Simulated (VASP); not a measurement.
Runs of VASP 6.6.1 on Ir. It takes space group P6_3/mmc (No. 194, hexagonal). Conventional cell: a = 2.721 Å, b = 2.721 Å, c = 4.412 Å, α = 90.00°, β = 90.00°, γ = 120.00°. Ir (site symmetry -6m2) is surrounded by 12 Ir at 2.71 to 2.72 Å. This isn't the form of Ir at room conditions, which is fcc.

| level | k mesh | cutoff (eV) | smearing | gap on the mesh (eV) | pressure (GPa) |
| --- | --- | --- | --- | --- | --- |
| PBEsol | 18 × 18 × 10 | 700 | gaussian 0.1 eV | none | 0.0 |
| PBEsol | 27 × 27 × 14 | 520 | gaussian 0.1 eV | none | 0.0 |
| r2SCAN | 18 × 18 × 10 | 520 | gaussian 0.1 eV | none | (a) |
| PBEsol | 18 × 18 × 10 | 900 | gaussian 0.1 eV | none | 0.0 |
| PBEsol | 18 × 18 × 10 | 520 | gaussian 0.5 eV | none | 1.4 |

Alike in all rows: task single point; potentials or basis VASP PAW PBE potentials, release 64 (Ir); no spin polarisation; cell as given.

Question: Fill in the values left out.

Answer: (a) 5.6.

Caveats: the PAW data sets were made with another functional, which shifts forces and pressure a little.

A k mesh can miss the band edges, and the runs leave out spin-orbit coupling on Ir.

A gap of «none» marks a metal or a gap under the smearing width.
